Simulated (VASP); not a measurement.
The input files of a VASP run:

### INCAR
```
! general
SYSTEM =InN
PREC   =Accurate
ENCUT  =320   ! plane-wave cut-off (eV)
LREAL  =F
LASPH  =T   ! aspherical one-centre terms

! electronic loop
EDIFF  =1E-6   ! SCF stop (eV)
NELM   =100   ! most electronic steps
ALGO   =Normal   ! blocked Davidson
LMAXMIX=4   ! l cut-off of mixed one-centre charges

! smearing
ISMEAR =-1   ! Fermi-Dirac
SIGMA  =0.136   ! width (eV)

! functional
GGA    =RE

! ions
IBRION =2
NSW    =50
ISIF   =3   ! ions, shape and volume
EDIFFG =-0.01   ! ionic stop

! output
LWAVE  =F
LCHARG =F
```

### POSCAR
```
InN
1
    0.0000000000     2.4879290000     2.4879290000
    2.4879290000     0.0000000000     2.4879290000
    2.4879290000     2.4879290000     0.0000000000
In N
1 1
Direct
  0.0000000000   0.0000000000   0.0000000000
  0.2500000000   0.2500000000   0.2500000000
```

KPOINTS:
```
Automatic mesh
0
Gamma
 2 2 2
0.5 0.5 0.5
```

POTCAR, in this order: In_d N (PBE.64 set). Program: vasp_std.

### Question
Write an equivalent input for Ansatz.

### Answer
One equivalent input (not run):
Ansatz 0.2 input:
```yaml
crystal:
  lattice:
    - [0.0000000, 2.4879290, 2.4879290]
    - [2.4879290, 0.0000000, 2.4879290]
    - [2.4879290, 2.4879290, 0.0000000]
  atoms:
    - { symbol: In, position: [0.0000000, 0.0000000, 0.0000000] }
    - { symbol: N, position: [0.2500000, 0.2500000, 0.2500000] }
kpoints:
  mp_grid: { grid: [2, 2, 2], shift: [0.5, 0.5, 0.5] }
hamiltonian:
  xc: revpbe
  pseudopotentials: { kind: paw }
scf:
  occupations: { method: fermi_dirac, width: 0.136 }
  max_iter: 100
relax:
  max_steps: 50
  f_tol: 0.01
  cell: {}
output: { forces: true, stress: true, eigenvalues: true }
```
What does not carry over: each code has its own PAW files, so the cut-off isn't converted (ENCUT is set for VASP's; basis.ecutwfc is left out, and Ansatz then takes the one that its files recommend); Ansatz stops its SCF on the density residual and VASP on the energy change (EDIFF).

The structure comes from a computed database's InN entry; how it stands against other phases isn't given here. This run relaxes it. Symmetry was kept, so distortions that lower it aren't found. The k-mesh is coarse (spacing up to 1.10 per Å, 2π included), so the numbers may not be converged in it. The run is one of a series of settings (EDIFFG = -0.01, ENCUT = 320, IBRION = 2, ISIF = 3, NSW = 50, KPOINTS 2×2×2 Γ-centred mesh shifted by (0.5, 0.5, 0.5) against the base run), some of them coarse on purpose.
